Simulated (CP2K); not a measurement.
Crystal: MoS2.

```
Mo S
1.0
     3.16900    0.00000    0.00000
    -1.58450    2.74443    0.00000
     0.00000    0.00000   12.32400
Mo S
2 4
Direct
  0.66667 0.33333 0.75000
  0.33333 0.66667 0.25000
  0.66667 0.33333 0.37700
  0.33333 0.66667 0.87700
  0.66667 0.33333 0.12300
  0.33333 0.66667 0.62300
```

Base run:

| Quantity | Value |
| --- | --- |
| Program | CP2K 2026.2 |
| Functional | LDA |
| Potentials or basis | POTENTIAL_UZH Mo GTH-PBE-q14, S GTH-PBE-q6; DZVP-MOLOPT-PBE-GTH basis |
| Density cutoff | 9184 eV |
| k mesh | 10 × 10 × 3 |
| Occupations | fermi-dirac, width 0.05 eV |
| Spin | no spin polarisation |

Its results: band gap on the k mesh 0.89 eV, indirect (least direct gap 1.93 eV); pressure -2.1 GPa; largest force 0.020 eV/Å.

Question: The run is repeated on the same cell with these changes: functional from LDA to optB88-vdW. What comes out?

Answer: Band gap on the k mesh 0.95 eV, indirect (least direct gap 1.90 eV); pressure 4.9 GPa; largest force 0.447 eV/Å.

Caveats: the potentials were made for another functional, which shifts forces and pressure; the basis of atomic orbitals isn't converged, which shifts pressures, moduli and gaps.

A k mesh can miss the band edges.
